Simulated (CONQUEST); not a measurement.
CsPbCl3 in CONQUEST: convergence with k mesh

Crystal: CsPbCl3.

```
Pb Cs Cl
1.0
     5.60500    0.00000    0.00000
     0.00000    5.60500    0.00000
     0.00000    0.00000    5.60500
Pb Cs Cl
1 1 3
Direct
  0.50457 0.48525 0.48920
  0.00052 0.00045 0.01470
  0.50667 0.00330 0.48462
  0.48658 0.50211 0.99476
  0.00336 0.49584 0.51259
```

The cell isn't the ideal one: atoms moved at random.

| Quantity | Value |
| --- | --- |
| Program | CONQUEST 1.3 |
| Task | convergence study |
| Functional | PBE |
| Potentials or basis | PseudoDojo NC PBE, DZP, grid cutoff 120 Ha |
| k mesh | 1 × 1 × 1 |
| Occupations | fermi-dirac, width 0.05 eV |
| Spin | no spin polarisation |

These are the settings of the first run; the series varies k mesh, with any setting tied to it.

Hardware: 1 thread of Intel(R) Xeon(R) 6975P-C (Granite Rapids), on a shared host.

Q: The values tried are 1 × 1 × 1, 2 × 2 × 2, 3 × 3 × 3, 4 × 4 × 4, 5 × 5 × 5, 6 × 6 × 6, 7 × 7 × 7, loosest first. From which on does the largest force stay within 0.005 eV/Å of the tightest run that finished?

A: From 5 × 5 × 5 on.

```csv
k mesh,"energy less the tightest run, at zero smearing (meV/atom)",pressure (GPa),largest force (eV/Å),gap on the mesh (eV),SCF cycles,CPU time (s),peak memory (GiB)
1 × 1 × 1,-641.80,-1.41,1.059,5.865,7,38,1.3
2 × 2 × 2,111.70,3.26,0.265,1.928,8,43,1.3
3 × 3 × 3,-18.14,1.74,0.445,4.152,8,45,1.3
4 × 4 × 4,4.47,2.08,0.390,1.997,8,60,1.3
5 × 5 × 5,-1.04,1.97,0.409,2.894,8,64,1.3
6 × 6 × 6,0.42,2.01,0.403,2.002,8,110,1.3
7 × 7 × 7,0.00,1.99,0.405,2.468,8,130,1.3
```

Against the tightest run, the energy stays within 1 meV/atom from 6 × 6 × 6 on; the pressure stays within 0.1 GPa from 4 × 4 × 4 on. Not settled before the last step: the gap on the mesh (to 0.01 eV). Meshes of other sizes hit other points, so gaps and Fermi surfaces needn't settle smoothly. The tightest run that finished is the yardstick and may itself not be fully converged.

Caveat, for the tightest run too: spin-orbit coupling is left out, which as a rule narrows the gap of such compounds by several tenths of an eV; an odd mesh through Γ misses points on the zone boundary, where band edges often lie; the basis of atomic orbitals isn't converged, which shifts pressures, moduli and gaps.
